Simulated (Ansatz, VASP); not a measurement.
**One calculation of Mg, two programs**

The input INCAR:

```
PREC = Accurate
ENCUT = 520
EDIFF = 1E-6
ISMEAR = -1
SIGMA = 0.08
LREAL = F
LASPH = T
NELM = 100
ALGO = Normal
ISIF = 2
LWAVE = F
LCHARG = F
GGA = PS
NBANDS = 9
```

KPOINTS

```
Automatic mesh
0
Gamma
  12 12 7
```

Contents of POSCAR:

```
Mg
1.0
    3.2092715325      0.0000000000      0.0000000000
   -1.6046357662      2.7793106748      0.0000000000
    0.0000000000      0.0000000000      5.0540201000
Mg
2
Direct
    0.3333333333      0.6666666667      0.2500000000
    0.6666666667      0.3333333333      0.7500000000
```

Input for Ansatz:

```yaml
crystal:
  lattice:
    - [3.2092715325, 0.0, 0.0]
    - [-1.6046357662, 2.7793106748, 0.0]
    - [0.0, 0.0, 5.0540201]
  atoms:
    - { symbol: Mg, position: [0.3333333333, 0.6666666667, 0.25] }
    - { symbol: Mg, position: [0.6666666667, 0.3333333333, 0.75] }
kpoints:
  mp_grid: { grid: [12, 12, 7] }
  band_path:
    path:
      - [0.0, 0.0, 0.0]
      - [0.5, 0.0, 0.0]
      - [0.3333333333, 0.3333333333, 0.0]
      - [0.0, 0.0, 0.0]
      - [0.0, 0.0, 0.5]
      - [0.5, 0.0, 0.5]
      - [0.3333333333, 0.3333333333, 0.5]
      - [0.0, 0.0, 0.5]
      - [0.5, 0.0, 0.5]
    npoints: 5
scf:
  occupations: { method: fermi_dirac, width: 0.08 }
hamiltonian:
  xc: pbesol
  pseudopotentials: { kind: all_electron, lapw: { basis_error: 0.0005 } }
output:
  forces: true
  stress: true
  eigenvalues: true
```

Change from the starting cell: zz strain of -3 %.

Alike in both runs: task single point; functional PBEsol; k mesh 12 × 12 × 7; occupations fermi-dirac, width 0.08 eV; no spin polarisation.

```csv
,VASP,Ansatz
version,VASP 6.6.1,Ansatz 0.2.0
potentials or method,"VASP PAW PBE potentials, release 64 (Mg)","all-electron LAPW, scalar-relativistic"
plane-wave cutoff (eV),520,see its input
```

|  | VASP | Ansatz | Ansatz less VASP |
| --- | --- | --- | --- |
| pressure (GPa) | -0.1 | 0.0 | +0.03 |
| largest component of the traceless stress (GPa) | 0.63 | 0.63 | -0.004 |

Ansatz ran all-electron here, so the differences hold the error of VASP's frozen core and of both bases.

Caveats: the PAW data sets were made with another functional, which shifts forces and pressure a little (VASP).
